**Why does one end of my Si2W slab close up while the other end opens?**

I relaxed a slab of tungsten disilicide that has bare W on top and two Si planes at the bottom. I had learned that the outermost spacing of a metal shrinks, the next one grows, and so on with fading size. The top does shrink, by about a quarter of the spacing. The bottom opens instead, and its signs run plus, plus, minus, twice over, before that order breaks down near the middle. The whole slab hardly changes its thickness. What sets this pattern, and may I take the middle for bulk?

Relaxed 12-plane Si2W (101) slab, with planes numbered from the Si end (bottom) to the W end (top); spacing changes are relative to the slab as cut from the relaxed bulk. Computed with Ansatz 0.2.0 using PBE, PAW and plane waves to 420 eV, an 11x8x1 k mesh, Gaussian smearing of 0.1 eV, no spin polarization, 15 Å of vacuum and a dipole correction.

| row | relaxed plane number | relaxed plane spacing to next (Å) | relaxed plane spacing change (Å) |
| --- | --- | --- | --- |
| 1 | 1 | 1.099 | 0.111 |
| 2 | 2 | 1.141 | 0.141 |
| 3 | 3 | 0.867 | -0.132 |
| 4 | 4 | 1.030 | 0.042 |
| 5 | 5 | 1.039 | 0.039 |
| 6 | 6 | 0.955 | -0.044 |
| 7 | 7 | 1.002 | 0.013 |
| 8 | 8 | 0.979 | -0.020 |
| 9 | 9 | 1.028 | 0.029 |
| 10 | 10 | 1.043 | 0.054 |
| 11 | 11 | 0.758 | -0.241 |
| 12 | 12 | n/a | n/a |

**Answer**

The pattern becomes simple once you follow the planes instead of the gaps. A gap lies between two planes, so a plane that moves closes the gap ahead of it and opens the one behind. One moving plane therefore leaves two changes of opposite sign. Much of the alternation in your table is of this kind.

The planes repeat as Si, Si, W, with W at planes 3, 6, 9 and 12. Call the side of a W plane that faces the middle of the slab its inner side. Every W–Si gap on an inner side shrinks (rows 3, 6, 8 and 11). Every W–Si gap on an outer side widens (rows 2, 5 and 9), and so does every Si–Si gap (rows 1, 4, 7 and 10). That covers all eleven signs, and it suggests that tungsten moves inwards while silicon moves outwards.

Adding up the spacing changes from the bottom gives the displacement of each plane. I count it from the average of planes 4 to 9, which are the two central formula units. The top W has then moved inwards by 0.17 Å and the W of plane 3 by 0.09 Å, while the W of plane 9 has hardly moved. The outermost Si has gone outwards by 0.16 Å. Within each of the outer Si pairs, the atom nearer the surface moves out further than its partner, and so the gap between them opens.

The order plus, plus, minus breaks down because the slab has two surfaces. Seen from the bottom, the inner side of a W plane is the gap above it. For the W of plane 9, which is nearer the top, it is the gap below. The minus sign therefore arrives one row early, in row 8. Rows 7 and 8 are changes of only 0.01 to 0.02 Å, in a region that both surfaces can disturb, so I wouldn't rest an argument on them alone.

*What pushes the planes*

The forces on the freshly cut slab, before any atom has moved, already show this division. All four W planes are pushed inwards. The Si planes are pushed outwards, except for a weak force on plane 7, next to the middle. The pattern is thus largely laid down by the cut itself, and is not just a matter of inner planes following the surface.

At the top a familiar cause is likely. In the crystal each W atom touches ten Si atoms, and the surface W keeps only five of them. An atom that has lost neighbours usually binds the remaining ones more tightly, because the electrons that served the lost bonds can strengthen those that are left. The forces fit this: the top W is pulled down with 2.08 eV/Å, while the two Si planes beneath it are pulled up with 1.34 and 0.98 eV/Å. The W and its remaining partners draw together, which makes row 11 the largest change in the table.

The bottom shows that lost neighbours alone don't decide the direction. The outermost Si has also lost five of its ten contacts, yet it moves away from the slab. The W of plane 3 still has all ten of its own, but it is pushed up towards the inner Si planes, which are pulled down towards it. It behaves as if its bonds had tightened on the inner side and slackened on the outer side. Why the outer bonds slacken is an open question here, since forces show which way atoms are driven and not which electrons drive them.

*A simple estimate*

Suppose each plane is held by a spring of the same stiffness $K$, with its neighbours standing still. A plane $i$ that feels the initial force $f_i$ normal to the surface then moves by $u_i = f_i/K$. The gap above it changes by the difference of two such displacements:

$$\Delta_i = u_{i+1} - u_i = \frac{f_{i+1} - f_i}{K}$$

The single constant $K$ was fitted to all eleven spacing changes and came out at 13.9 eV/Å$^2$. It is an average stiffness, not the strength of any one bond.

Take the two gaps around the W of plane 3. This plane is pushed up with 1.12 eV/Å, while the Si planes below and above it are pulled down with 0.42 and 0.37 eV/Å. For the gap below the W (row 2) the formula gives

$$\Delta_2 = \frac{1.12 + 0.42}{13.9} \approx +0.11\ \text{Å}$$

and for the gap above it (row 3)

$$\Delta_3 = \frac{-0.37 - 1.12}{13.9} \approx -0.11\ \text{Å}$$

The full relaxation gives +0.141 and −0.132 Å. Both rows were part of the fit, so this is an illustration and not a prediction. It does show how a single W plane, moving up, produces two large changes of opposite sign.

Over the whole slab the model gets ten of the eleven signs right. Its typical miss is 0.04 Å, against a typical change of 0.10 Å. The large contraction in row 11 has most weight in the fit, so the signs are better evidence than the exact value of $K$. The forces come from the same calculation as the spacings. What the model tests is whether the planes yield roughly in proportion to the initial push. Of the four that are pushed hardest, planes 3, 11 and 12 do, while plane 10 moves much less.

The energy offers a check that needs no $K$. If each force dies away evenly as its plane moves to its new place, the energy gained is half the initial force times the displacement, summed over the planes. This gives 0.34 eV, while the relaxation lowers the computed energy by 0.40 eV. That is consistent with most of the gain coming from motion along the surface normal. The estimate leaves out sideways motion, which starts from forces of at most 0.47 eV/Å but isn't small for every atom, as the outermost Si shows below.

*Where the estimate fails*

The wrong sign is in row 1. The two lowest Si planes are pulled outwards almost equally, so with equal stiffness they would move together and leave the gap between them unchanged. In fact the outermost one moves outwards about three times as far, and the gap opens by 0.11 Å. The model leaves out that the planes are tied to each other, and that atoms can also move sideways. The outermost Si does both: it follows the Si plane above it outwards, and it slides 0.21 Å sideways, which is more than it moves outwards. Of its three bonds to that plane, two stretch, but the third shortens from 2.60 to 2.41 Å. So a wider gap doesn't mean that every bond across it is longer. The sideways force on this atom is only 0.02 eV/Å at first, so the slide probably builds up as the other atoms move, and the initial forces can't explain row 1 on their own. The program's second model, with springs between adjacent planes only, does open this gap, but by just 0.04 Å. Whether its lost contacts also make the outermost Si easier to move is not shown here. They don't have that effect on the top W, which also keeps only five of its ten. In proportion to its push, it moves no further than the W of plane 3, which has kept them all.

Row 9 has the right sign but is far too large in the model, at 0.09 Å instead of 0.03 Å. The model lets the Si of plane 10 follow its strong upward pull while everything around it stands still. In the real slab the top W comes down at the same time. It touches that Si plane as well as the one directly beneath it, and it probably holds the Si back.

*Is the middle bulk?*

Not quite. From the bottom, the average size of the changes falls from 0.13 Å in rows 1 to 3 to 0.04 Å in rows 4 to 6, so the disturbance fades to about a third over one Si–Si–W repeat. But the distance from one W plane to the next is still 0.05 Å short of its bulk value in both of the lower repeats, which is nearly 2%. Deep inside a thicker slab that shortening must vanish, because the cell keeps the relaxed bulk lattice along the surface. Twelve planes are too few to tell how deep that is.

The nearly unchanged thickness is a cancellation. The two lowest gaps together open by 0.25 Å, and the three W-to-W repeats above them shrink by 0.26 Å in total. If you want to judge how far a surface disturbs a film, compare the individual spacings and not the overall thickness.

One caution concerns the surfaces themselves. The cell repeats after a single surface unit, so neighbouring surface atoms can't pair up or shift in different directions. If either real surface rearranges in that way, its outer spacings may differ from these. The calculation also leaves out spin–orbit coupling, which matters for an element as heavy as tungsten. The program warns besides that the exchange–correlation potential is rough where the electron density is thin, and that the k mesh doesn't keep the full symmetry of the slab. How much these shift the spacings wasn't tested here, which is one more reason not to lean on the smallest changes. The output printed below gives the displacement of every plane and the fitted model row by row.

Printed output of the fit:

```
fit of relaxed_plane_spacing_change on 11 rows: coefficient of fgap 0.07172 +/- 0.011; rms 0.0437, worst 1 -0.116, leave-one-out rms 0.0451
fit of relaxed_plane_spacing_change on 11 rows: coefficient of load 0.1158 +/- 0.026; rms 0.0595, worst 10 -0.14, leave-one-out rms 0.0636
Displacements and models (row 12 has no gap above):
  row  plane displacement A  bulk spacing A  change percent  common stiffness model A  adjacent springs model A
    1                 -0.16           0.988           11.23                 -0.005361                   0.03975
    2                -0.049               1            14.1                      0.11                   0.08816
    3                 0.092           0.999          -13.21                   -0.1066                  -0.04099
    4                 -0.04           0.988           4.251                   0.01077                  0.001856
    5                 0.002               1             3.9                   0.04095                   0.02732
    6                 0.041           0.999          -4.404                  -0.03216                   -0.0133
    7                -0.003           0.989           1.314                   0.01075                 -0.002015
    8                  0.01           0.999          -2.002                  -0.02521                  -0.00809
    9                 -0.01           0.999           2.903                   0.09139                   0.02652
   10                 0.019           0.989            5.46                   0.02594                  -0.08637
   11                 0.073           0.999          -24.12                   -0.2453                   -0.2411
   12                -0.168             n/a             n/a                         0                -7.756e-06
Root mean square of the spacing changes, A: 0.1032
Signs right of 11, common stiffness: 10
Signs right of 11, adjacent springs: 9
Common stiffness, eV/A^2: 13.94
Mean size of change, rows 1 to 3, A: 0.128
Mean size of change, rows 4 to 6, A: 0.04167
Change of W-to-W repeat, planes 3 to 6, A: -0.051
Change of W-to-W repeat, planes 6 to 9, A: -0.051
Change of W-to-W repeat, planes 9 to 12, A: -0.158
Change of total slab thickness, A: -0.008
Computed energy gain of relaxation, eV: 0.4037
Harmonic estimate from normal forces and displacements, eV: 0.3383
```
